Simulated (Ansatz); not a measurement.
**Zirconium, omega (AlB2-type) under PBE: structure, energy and stiffness**

What does PBE give for zirconium in the omega (AlB2-type) structure? We relax it, solve it on a dense k-mesh, then scale the cell to 7 volumes from 88 to 112 % of the relaxed one and try a fit of the equation of state. The start is ferromagnetic. The k-meshes are 7×7×10 for the relaxation; 10×10×13 for the dense run; 10×10×13 for the volumes.

Computed with Ansatz 0.2.0 (DFT PBE, plane waves (420 eV) with PAW, scalar-relativistic, unless a step says otherwise).

### 1 Starting point

Symmetry: P6/mmm, No. 191, hexagonal system. The conventional cell has a = 5.086 Å, b = 5.086 Å, c = 3.118 Å, α = 90.00°, β = 90.00°, γ = 120.00°. Zr (site symmetry 6/mmm) is surrounded by 14 Zr at 3.12 to 3.32 Å. Around Zr (site symmetry -6m2) lie 11 Zr at 2.94 to 3.32 Å.

Coordinates:

```cif
data_structure
_symmetry_space_group_name_H-M 'P6/mmm'
_symmetry_Int_Tables_number 191
_cell_length_a 5.0860
_cell_length_b 5.0860
_cell_length_c 3.1177
_cell_angle_alpha 90.000
_cell_angle_beta 90.000
_cell_angle_gamma 120.000
_cell_volume 69.84
loop_
_atom_site_label
_atom_site_type_symbol
_atom_site_symmetry_multiplicity
_atom_site_Wyckoff_symbol
_atom_site_fract_x
_atom_site_fract_y
_atom_site_fract_z
_atom_site_occupancy
Zr1 Zr 1 a 0.00000 0.00000 0.00000 1
Zr2 Zr 2 d 0.33333 0.66667 0.50000 1
```

Starting moments (μB): +1 ×3.

### 2 Geometry optimisation

Contents of input.yaml:

```yaml
crystal:
  lattice:
    - [5.085992629, 0.0, 0.0]
    - [-2.5429963145, 4.4045988202, 0.0]
    - [0.0, 0.0, 3.1177134816]
  atoms:
    - { symbol: Zr, position: [0.0, 0.0, 0.0], spin: 1.0 }
    - { symbol: Zr, position: [0.3333333333, 0.6666666667, 0.5], spin: 1.0 }
    - { symbol: Zr, position: [0.6666666667, 0.3333333333, 0.5], spin: 1.0 }
hamiltonian:
  xc: pbe
  pseudopotentials:
    kind: paw
    azcp:
      Zr: "pseudopotentials/Zr.paw.azcp"
basis:
  ecutwfc: 420
  fft_grid_basis: typed
kpoints:
  mp_grid: { grid: [7, 7, 10], shift: [0, 0, 0] }
magnetization:
  spin_polarized: true
scf:
  occupations: { method: fermi_dirac, width: 0.05 }
relax:
  max_steps: 60
  f_tol: 0.01
  cell: {}
output:
  write_density: true
  write_potential: true
  elf: true
  volumetric_format: npy
```

Further steps of the session: Dense single point; At 88 % of the relaxed volume; At 92 % of the relaxed volume; At 96 % of the relaxed volume; At 100 % of the relaxed volume; At 104 % of the relaxed volume; At 108 % of the relaxed volume; At 112 % of the relaxed volume.

What does the calculation give? Wanted: space group; conventional cell; volume; shortest distance; gap on the mesh; magnetic state; relative to hcp; V₀, B₀, B₀′.

As calculated:

```
                      quantity                                   value
space group (spins left aside)                        P6/mmm (No. 191)
             conventional cell  a = 5.042 Å, c = 3.148 Å (c/a = 0.624)
                        volume                          23.101 Å³/atom
             shortest distance                                 2.911 Å
               gap on the mesh            none (levels filled in part)
                magnetic state                            non-magnetic
               relative to hcp                             -1 meV/atom
                   V₀, B₀, B₀′             23.100 Å³/atom, 95 GPa, 3.5
```

What this shows: From the guessed start the volume shrank by 0.8 % in 5 steps. Against the reference form of zirconium (hcp, computed apart with the same settings) it stands 1 meV/atom lower, within what mesh and smearing can decide. The starting moments do not survive. No gap shows: it is a metal or semimetal at this level. B₀ comes out at 95 GPa; letting shape and positions relax at each volume could only lower it. The symmetry was held, so the structure may be unstable against distortions that break it.
